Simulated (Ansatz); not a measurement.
# Sensitivity of the G0W0 gap of BaTiO3 (Pm-3m)

A base run on BaTiO3 (Pm-3m), then changed inputs.

Main program and level: Ansatz 0.2.0; G0W0 on PBE, plane waves, PAW; PAW set soft_1.

## Step 1: Set-up

Symmetry: Pm-3m, No. 221, cubic system. Conventional cell: a = 4.006 Å, b = 4.006 Å, c = 4.006 Å, α = 90.00°, β = 90.00°, γ = 90.00°. Ba has 12 O at 2.83 Å nearest. Nearest to Ti lie 6 O at 2.00 Å. Nearest to O lie 2 Ti at 2.00 Å and 4 Ba at 2.83 Å. Farther neighbours and most contacts between anions are not listed.

The cell and positions come from the Crystallography Open Database and are kept as given unless a step says otherwise. Spin-orbit coupling is left out unless a step names it.

## Step 2: The base run: 4×4×4 mesh, 145 empty bands, screening to 100 eV, PAW set soft_1 files

Now the one-shot GW correction: screening in the RPA, then the self-energy of the levels asked for. This step takes PAW set soft_1 files.

File input.yaml:

```yaml
crystal:
  lattice:
    - [4.006, 0.0, 0.0]
    - [0.0, 4.006, 0.0]
    - [0.0, 0.0, 4.006]
  atoms:
    - { symbol: Ba, position: [0.5, 0.5, 0.5] }
    - { symbol: Ti, position: [0.0, 0.0, 0.0] }
    - { symbol: O, position: [0.5, 0.0, 0.0] }
    - { symbol: O, position: [0.0, 0.5, 0.0] }
    - { symbol: O, position: [0.0, 0.0, 0.5] }
kpoints:
  mp_grid: { grid: [4, 4, 4] }
hamiltonian:
  xc: pbe
  pseudopotentials: { kind: paw, azcp: { folder: soft_1 } }
scf:
  occupations: { method: fixed }
gw:
  n_empty_bands: 145
  ecut_chi: 100
  qp_bands: [v2, c2]
  qp_kpoints: band_edges
  screening: { model: contour_deformation }
```

The run is started by

```console
$ ansatz run input.yaml --threads 2 --pin off --max-ram 73728MiB --backend cuda --events-out ev --progress --plain --runs-dir out --devices 1 --max-vram 13GiB
```

Numbers of over 12 decimals in the logs are rounded to 6 here.

Output:

```text
GPUs: using 1 of 1 available (devices: 1).
Engine: ansatz 0.2.0, x86_64-unknown-linux-gnu
Pseudopotentials: kind: paw
Pseudopotential: Ba, paw, valence charge 10, recommended cutoff 420 eV (normal), soft_1/Ba.paw.azcp
Pseudopotential: Ti, paw, valence charge 12, recommended cutoff 420 eV (normal), soft_1/Ti.paw.azcp
Pseudopotential: O, paw, valence charge 6, recommended cutoff 420 eV (normal), soft_1/O.paw.azcp
Functional definition: PBE
  parameter kappa = 0.804
  parameter beta = 0.066725
  exchange = pbe_x(kappa = kappa, mu = beta*pi^2/3)
  correlation = pbe_c(beta = beta)
device memory: the entry about to start is reckoned to put 0.6 GiB on a device that reports 35.8 GiB free (of which the cap on the GPU budget leaves the run 13.0 GiB)
GPU FFT provider: cuFFT
GPU libraries: cuBLAS 13.8.2, cuFFT 12.4.0, cuSOLVER 12.3.4
Crystal: 5 atoms, lattice volume = 64.288 Å³
Basis set: ecut = 420 eV, 1237 PW (Γ)
Bands: 25, of which v1, the nominal top of the filled ones, is band 20 counted from 1 (19 counted from 0)
Symmetry: 48 space group operations
Space group: Pm-3m (ITA 221), of the structure as read, at distance tolerance 4.0e-5 Å
k-points: 10 of 64
Non-local potential: Ba, projectors of the file, l = 0: 3, l = 1: 2, l = 2: 2, l = 3: 2
Non-local potential: Ti, projectors of the file, l = 0: 3, l = 1: 2, l = 2: 3, l = 3: 1
Non-local potential: O, projectors of the file, l = 0: 2, l = 1: 2, l = 2: 1
PAW form: soft (Blöchl's): semilocal exchange-correlation on the pseudo side does not see the compensation charge
PAW one-centre angular grid: Ba, 194 points (default); XC on 64 Gauss nodes
PAW one-centre angular grid: Ti, 590 points (default); XC on 64 Gauss nodes
PAW one-centre angular grid: O, 110 points (default); XC on 64 Gauss nodes
Initial density: superposition of atomic densities (chi_scale 0.1, normalization cell, long waves kept (reshape's long-wave potential 0.00 eV rms))
Initial wavefunctions: pseudopotential atomic-orbital guess
GPU buffer pool allocated for 19683 grid points (all kernels)
GPU transforms: local potential and band sums: pruned to the plane-wave sphere, on 27×27×27
Functional: x = pbe(κ = 0.804, μ = 0.219515), c = pbe(β = 0.066725)
SCF iter   1: F=—  HF=-10160.049957 eV  |F-HF|=—  |Δ(HF+E_count)|=         —  Δρ=5.09e-2  dr2=2.06e0  ethr=3.10e-3  ⟨swp⟩=4.5  Hψ=957  notcnv=0  defer=17
preconditioner: auto → Resta (q_TF=auto, 2.521 Å⁻¹)  ε∞=5.8  [insulator: Δε(μ)=2.348 eV  Ē_g=11.561 eV  n_scr=18 (ndim 8)  ℏωp=25.4 eV  f_vac=0.000  ε∞_Penn≈5.8]
SCF iter   2: F=—  HF=-10159.753018 eV  |F-HF|=—  |Δ(HF+E_count)|=   2.97e-1  Δρ=2.44e-2  dr2=4.40e-1  ethr=3.10e-3  ⟨swp⟩=3.1  Hψ=526  notcnv=0  defer=11
[...]
E_xc         = -532.782574
  E_vxc        = -552.554998  (∫ρ·V_xc dr)
  E_paw        = -6722.302124  (= ΣΔE_a)
  E_vpaw       = -340.441592  (= ΣTr[D̂ρ^β])
  E_aug_tail   = 0.002149  (compensation charges beyond the density's cutoff)
  E_ewald      = -2818.406203
  E_smearing   = -0.000000  (= −TS)
  E_closure    = -0.000000  (closes the sum)
  Σ components = -10159.715939   (vs F -10159.715939, Δ=0.00e0)
--- Band table (eV; the first three rows and the last of 10) ---
  k-point 0: bands = [... 16 lower, 9.1355, 10.1341, 10.1341, 10.1341, 12.0283, 12.0283, 12.0283, 14.1698, ... 1 higher]
  k-point 1: bands = [... 16 lower, 8.7298, 9.0479, 9.8070, 9.8070, 12.0900, 12.9724, 12.9724, 14.1722, ... 1 higher]
  k-point 2: bands = [... 16 lower, 8.4306, 8.4306, 9.5693, 9.5693, 12.1541, 13.7397, 13.7397, 14.1745, ... 1 higher]
  k-point 9: bands = [... 16 lower, 7.8966, 10.2372, 10.2372, 10.2372, 14.4133, 14.4133, 14.4133, 17.0654, ... 1 higher]
--- G₀W₀: contour deformation, 7 samples at zero and on the imaginary axis and 1 off it, 64 q-points, 145 empty bands' worth ---
  eigenvalues of the whole cell's RPA ε∞ on this k-mesh (on a slab, of 1 + 4πα/V) = 7.0639, 7.0639, 7.0639; static W/v taken at q = 0 is 0.141564
  bands read: the sum over 165 bands ends inside a degenerate multiplet in 1 slot, whose members it reads at an even weight; the widest, k=1: bands 165 to 166 (counted from 1) at 1/2 each
  gw.qp_kpoints: band_edges: 9 of 10 stored k-points solved, in 1 pass; an edge of the gap read off the rows below is read off those points alone
    valence top: of the k-points left out ik 6 came nearest to being solved in a further pass, in band 20 (counted from 1, as in the quasiparticle table): it holds the edge there only if its correction is more favourable than any solved in that band by at least 0.575 eV; those differ by 0.062 eV
    conduction bottom: of the k-points left out ik 6 came nearest to being solved in a further pass, in band 21 (counted from 1, as in the quasiparticle table): it holds the edge there only if its correction is more favourable than any solved in that band by at least 1.385 eV; those differ by 0.071 eV
    ik  band        ε_KS         Σx   Σc(E_QP)       V_xc       Z   E_QP_lin       E_QP  E_QP is
     0    19     10.1341   -26.0321     4.6372   -21.2782  0.7209    10.0172    10.0175  root
     0    20     10.1341   -26.0321     4.6372   -21.2782  0.7209    10.0172    10.0175  root
     0    21     12.0283   -12.6294    -6.4160   -20.2840  0.7280    13.3062    13.2670  root
     0    22     12.0283   -12.6294    -6.4160   -20.2840  0.7280    13.3062    13.2670  root
     1    19      9.8070   -25.6946     4.5876   -20.9726  0.7181     9.6722     9.6726  root
     1    20      9.8070   -25.6946     4.5876   -20.9726  0.7181     9.6722     9.6726  root
     1    21     12.0900   -12.7517    -6.5083   -20.5201  0.7254    13.3917    13.3500  root
     1    22     12.9724   -14.1585    -6.3606   -21.7815  0.7056    14.2840    14.2347  root
[...]
9    19     10.2372   -25.8486     4.9522   -20.7734  0.7098    10.1139    10.1142  root
     9    20     10.2372   -25.8486     4.9522   -20.7734  0.7098    10.1139    10.1142  root
     9    21     14.4133   -14.7030    -7.6966   -23.7019  0.6588    15.7997    15.7155  root
     9    22     14.4133   -14.7030    -7.6966   -23.7019  0.6588    15.7997    15.7155  root
[key lines of the parts left out:]
SCF converged after 8 iterations
Free energy (F): -10159.715939 eV
Fermi energy:    10.237247 eV
```

The job ended after 11 s (1 × NVIDIA H100 80GB HBM3 (shared by 6 runs) with 2 threads of AMD EPYC 7R13 (Zen 3), shared host; peak memory 1.1 GiB; 11 s of CPU time).

This step gave:

| Quantity | Value |
| --- | --- |
| bands summed | 165 |
| RPA ε∞ on this mesh (eigenvalues) | 7.064, 7.064, 7.064 |
| plane waves in the screening matrix | 147 |
| q-points in the mesh | 64 |
| G0W0 gap on the mesh | 3.153 eV |
| k of the valence top | -0.5, -0.5, -0.5 |
| k of the conduction bottom | 0, 0, 0 |
| starting gap on the mesh | 1.791 eV |
| Z at the valence top | 0.7098 |
| Z at the conduction bottom | 0.7280 |
| least direct G0W0 gap on the computed points | 3.250 eV |

The gap on the mesh goes from 1.79 eV to 3.15 eV, a correction of +1.36 eV. Between the two edge states, bare exchange in place of the xc potential would open the gap by 12.73 eV, and correlation takes back 11.37 eV.

## Step 3: Variant: potentials

Other atomic data (norm-conserving) test the pseudisation: the cutoff goes from 420 to 1240 eV, with the same valence electrons.

This step: G0W0 on PBE, plane waves, norm-conserving pseudopotentials.

Edit input.yaml of step 2 so:

```diff
@@ -15,3 +15,3 @@
   xc: pbe
-  pseudopotentials: { kind: paw, azcp: { folder: soft_1 } }
+  pseudopotentials: { kind: nc }
 scf:
```

Output:

```text
GPUs: using 1 of 1 available (devices: 1).
[...]
GPU FFT provider: cuFFT
GPU libraries: cuBLAS 13.8.2, cuFFT 12.4.0, cuSOLVER 12.3.4
Crystal: 5 atoms, lattice volume = 64.288 Å³
Basis set: ecut = 1240 eV, 6403 PW (Γ)
Bands: 25, of which v1, the nominal top of the filled ones, is band 20 counted from 1 (19 counted from 0)
[... 1 set-up line as in the run before ...]
[...]
k-points: 10 of 64
[...]
GPU buffer pool allocated for 110592 grid points (all kernels)
[...]
SCF iter   1: F=—  HF=-3781.150141 eV  |F-HF|=—  |Δ(HF+E_count)|=         —  Δρ=5.00e-2  dr2=1.94e0  ethr=3.10e-3  ⟨swp⟩=6.6  Hψ=1142  notcnv=0  defer=25
[...]
SCF iter   8: F=-3780.634697 eV  HF=-3780.634697 eV  |F-HF|=1.98e-8  |Δ(HF+E_count)|=   8.21e-7  Δρ=1.18e-5  dr2=7.57e-8  ethr=2.50e-10  ⟨swp⟩=17.3  Hψ=2157  notcnv=0
SCF 1 converged in 8 iterations: F = -3780.634697 eV  dr2 = 7.57e-8
[...]
0    19     10.1891   -26.0439     4.6384   -21.2776  0.7208    10.0609    10.0612  root
     0    20     10.1891   -26.0439     4.6384   -21.2776  0.7208    10.0609    10.0612  root
     0    21     12.0882   -12.5855    -6.4002   -20.2307  0.7285    13.3729    13.3333  root
     0    22     12.0882   -12.5855    -6.4002   -20.2307  0.7285    13.3729    13.3333  root
     1    19      9.8622   -25.7032     4.5903   -20.9677  0.7180     9.7166     9.7171  root
     1    20      9.8622   -25.7032     4.5903   -20.9677  0.7180     9.7166     9.7171  root
     1    21     12.1506   -12.7144    -6.4929   -20.4743  0.7259    13.4596    13.4175  root
     1    22     13.0357   -14.1291    -6.3461   -21.7425  0.7060    14.3526    14.3029  root
[...]
9    19     10.3022   -25.8657     4.9502   -20.7821  0.7099    10.1685    10.1689  root
     9    20     10.3022   -25.8657     4.9502   -20.7821  0.7099    10.1685    10.1689  root
     9    21     14.4849   -14.6840    -7.6871   -23.6781  0.6588    15.8768    15.7919  root
     9    22     14.4849   -14.6840    -7.6871   -23.6781  0.6588    15.8768    15.7919  root
[key lines of the parts left out:]
SCF converged after 8 iterations
Free energy (F): -3780.634697 eV
Fermi energy:    10.302197 eV
```

Elapsed: 8.9 s, on 1 × NVIDIA H100 80GB HBM3 (shared by 6 runs) with 2 threads; peak memory 1.3 GiB.

The G0W0 gap on the mesh is 3.164 eV.

Against the base:

| setting | base | variant |
| --- | --- | --- |
| files | PAW set soft_1 | norm-conserving |

| quantity | variant | base |
| --- | --- | --- |
| starting gap on the mesh | 1.786 | 1.791 |
| G0W0 gap on the mesh | 3.164 | 3.153 |
| least direct G0W0 gap on the computed points | 3.272 | 3.250 |
| Z at the valence top | 0.710 | 0.710 |
| Z at the conduction bottom | 0.729 | 0.728 |

## Step 4: Variant: potentials

This step: G0W0 on PBE, plane waves, PAW.

Edit input.yaml of step 3 so:

```diff
@@ -15,3 +15,3 @@
   xc: pbe
-  pseudopotentials: { kind: nc }
+  pseudopotentials: { kind: paw, source: ansatz }
 scf:
```

Output:

```text
GPUs: using 1 of 1 available (devices: 1).
[...]
GPU FFT provider: cuFFT
GPU libraries: cuBLAS 13.8.2, cuFFT 12.4.0, cuSOLVER 12.3.4
Crystal: 5 atoms, lattice volume = 64.288 Å³
Basis set: ecut = 930 eV, 4139 PW (Γ)
Bands: 25, of which v1, the nominal top of the filled ones, is band 20 counted from 1 (19 counted from 0)
[... 1 set-up line as in the run before ...]
[...]
k-points: 10 of 64
[...]
GPU buffer pool allocated for 91125 grid points (all kernels)
[...]
SCF iter   1: F=—  HF=-10146.763119 eV  |F-HF|=—  |Δ(HF+E_count)|=         —  Δρ=9.45e-2  dr2=7.80e0  ethr=3.10e-3  ⟨swp⟩=4.1  Hψ=986  notcnv=0  defer=12
[...]
SCF iter  10: F=-10144.557990 eV  HF=-10144.557990 eV  |F-HF|=6.48e-9  |Δ(HF+E_count)|=   1.71e-7  Δρ=3.48e-6  dr2=9.02e-9  ethr=2.50e-10  ⟨swp⟩=8.4  Hψ=1170  notcnv=0
SCF 1 converged in 10 iterations: F = -10144.557990 eV  dr2 = 9.02e-9
[...]
0    19     10.1827   -26.0246     4.6308   -21.2683  0.7207    10.0569    10.0572  root
     0    20     10.1827   -26.0246     4.6308   -21.2683  0.7207    10.0569    10.0572  root
     0    21     12.0745   -12.6187    -6.4145   -20.2685  0.7281    13.3489    13.3098  root
     0    22     12.0745   -12.6187    -6.4145   -20.2685  0.7281    13.3489    13.3098  root
     1    19      9.8561   -25.6873     4.5818   -20.9628  0.7179     9.7129     9.7134  root
     1    20      9.8561   -25.6873     4.5818   -20.9628  0.7179     9.7129     9.7134  root
     1    21     12.1366   -12.7426    -6.5070   -20.5066  0.7254    13.4351    13.3936  root
     1    22     13.0213   -14.1531    -6.3594   -21.7706  0.7056    14.3284    14.2793  root
[...]
9    19     10.2940   -25.8503     4.9452   -20.7744  0.7097    10.1629    10.1633  root
     9    20     10.2940   -25.8503     4.9452   -20.7744  0.7097    10.1629    10.1633  root
     9    21     14.4673   -14.7013    -7.7015   -23.7000  0.6584    15.8481    15.7645  root
     9    22     14.4673   -14.7013    -7.7015   -23.7000  0.6584    15.8481    15.7645  root
[key lines of the parts left out:]
SCF converged after 10 iterations
Free energy (F): -10144.557990 eV
Fermi energy:    10.294036 eV
```

Elapsed: 8 s, on 1 × NVIDIA H100 80GB HBM3 (shared by 6 runs) with 2 threads; peak memory 1.2 GiB; 7.8 s of CPU time.

The G0W0 gap on the mesh is 3.147 eV.

Against the base:

| setting | base | variant |
| --- | --- | --- |
| files | PAW set soft_1 | hard PAW |

| quantity | variant | base |
| --- | --- | --- |
| starting gap on the mesh | 1.780 | 1.791 |
| G0W0 gap on the mesh | 3.147 | 3.153 |
| least direct G0W0 gap on the computed points | 3.253 | 3.250 |
| Z at the valence top | 0.710 | 0.710 |
| Z at the conduction bottom | 0.728 | 0.728 |

## Step 5: Variant: frequency model

A plasmon pole stands in for the full frequency dependence of the screening; this run shows what that costs in accuracy.

This step: G0W0 on PBE, plane waves, PAW; PAW set soft_1.

Edit input.yaml of step 4 so:

```diff
@@ -15,3 +15,3 @@
   xc: pbe
-  pseudopotentials: { kind: paw, source: ansatz }
+  pseudopotentials: { kind: paw, azcp: { folder: soft_1 } }
 scf:
@@ -23,2 +23,2 @@
   qp_kpoints: band_edges
-  screening: { model: contour_deformation }
+  screening: { model: godby_needs }
```

Output:

```text
GPUs: using 1 of 1 available (devices: 1).
[...]
GPU FFT provider: cuFFT
GPU libraries: cuBLAS 13.8.2, cuFFT 12.4.0, cuSOLVER 12.3.4
Crystal: 5 atoms, lattice volume = 64.288 Å³
Basis set: ecut = 420 eV, 1237 PW (Γ)
Bands: 25, of which v1, the nominal top of the filled ones, is band 20 counted from 1 (19 counted from 0)
[... 1 set-up line as in the run before ...]
[...]
k-points: 10 of 64
[...]
GPU buffer pool allocated for 19683 grid points (all kernels)
[...]
SCF iter   1: F=—  HF=-10160.049957 eV  |F-HF|=—  |Δ(HF+E_count)|=         —  Δρ=5.09e-2  dr2=2.06e0  ethr=3.10e-3  ⟨swp⟩=4.5  Hψ=957  notcnv=0  defer=17
[...]
SCF iter   8: F=-10159.715939 eV  HF=-10159.715939 eV  |F-HF|=4.77e-8  |Δ(HF+E_count)|=   1.09e-6  Δρ=9.41e-6  dr2=7.39e-8  ethr=2.50e-10  ⟨swp⟩=6.9  Hψ=1171  notcnv=0
SCF 1 converged in 8 iterations: F = -10159.715939 eV  dr2 = 7.39e-8
[...]
0    22     12.0283   -12.6294    -6.3485   -20.2840  0.7733    13.3468    13.3344  root
     1    19      9.8070   -25.6946     4.6395   -20.9726  0.7651     9.7245     9.7245  root
     1    20      9.8070   -25.6946     4.6395   -20.9726  0.7651     9.7245     9.7245  root
     1    21     12.0900   -12.7517    -6.4342   -20.5201  0.7716    13.4376    13.4241  root
     1    22     12.9724   -14.1585    -6.2121   -21.7815  0.7592    14.3941    14.3833  root
[...]
7    22     13.9560   -14.2508    -7.0471   -22.8412  0.7954    15.6325    15.4992  root ?
[...]
8    21     14.0599   -14.7032    -7.0166   -23.2981  0.7791    15.7406    15.6383  root ?
     8    22     14.0599   -14.7032    -7.0166   -23.2981  0.7791    15.7406    15.6383  root ?
     9    19     10.2372   -25.8486     5.0129   -20.7734  0.7583    10.1749    10.1749  root
     9    20     10.2372   -25.8486     5.0129   -20.7734  0.7583    10.1749    10.1749  root
     9    21     14.4133   -14.7030    -7.3888   -23.7019  0.7238    16.0349    16.0233  root
     9    22     14.4133   -14.7030    -7.3888   -23.7019  0.7238    16.0349    16.0233  root
[key lines of the parts left out:]
SCF converged after 8 iterations
Free energy (F): -10159.715939 eV
Fermi energy:    10.237247 eV
```

It took 7.3 s on 1 × NVIDIA H100 80GB HBM3 (shared by 6 runs) with 2 threads; peak memory 1.1 GiB; 7.2 s of CPU time.

The G0W0 gap on the mesh is 3.160 eV.

Against the base:

| setting | base | variant |
| --- | --- | --- |
| frequency model | contour deformation | plasmon pole |

| quantity | variant | base |
| --- | --- | --- |
| starting gap on the mesh | 1.791 | 1.791 |
| G0W0 gap on the mesh | 3.160 | 3.153 |
| least direct G0W0 gap on the computed points | 3.250 | 3.250 |
| Z at the valence top | 0.758 | 0.710 |
| Z at the conduction bottom | 0.773 | 0.728 |

## Step 6: Summary of results

| Quantity | Value |
| --- | --- |
| base | 3.15 eV, 11 s |
| potentials | 3.16 eV, 8.9 s |
| potentials | 3.15 eV, 8 s |
| frequency model | 3.16 eV, 7.3 s |

In words: Potentials: the gap moves by +0.01 eV (the plane-wave cutoff goes from 420 to 1240 eV). Potentials: the gap moves by −0.01 eV (the plane-wave cutoff goes from 420 to 930 eV). Frequency model: the gap moves by +0.01 eV. All runs here use a coarse mesh and modest cutoffs; they test settings and are not final values. The 4×4×4 mesh is coarse for this cell (its supercell is 16 Å along the shortest edge). The RPA ε∞ on it, from the PBE start, is 7.06; such meshes misread the long-range screening, most where the gap is narrow. This is the ideal cubic cell; many perovskites, halides above all, are cubic only on average, and local tilts or off-centring can widen the gap. The many-body steps are scalar-relativistic: spin-orbit coupling is not in them.

[Paths, hosts, dates, memory and timing lines, banners, echoed tables and standing remarks are left out of the program output.]

[Logs are printed without paths, hosts, clocks, repeated set-up lines and the standing remarks that a program may print on its own settings, such as how far it seeks lower states.]

[Runs of the session that timed out or met a known fault of the program may be left out.]

[Cells called generated may have been cut or substituted from an entry of the Crystallography Open Database or the Materials Project.]

[Hosts, paths, dates, database ids (printed as entryN), source tags and the programs' standing remarks are cut or masked in the printed files.]
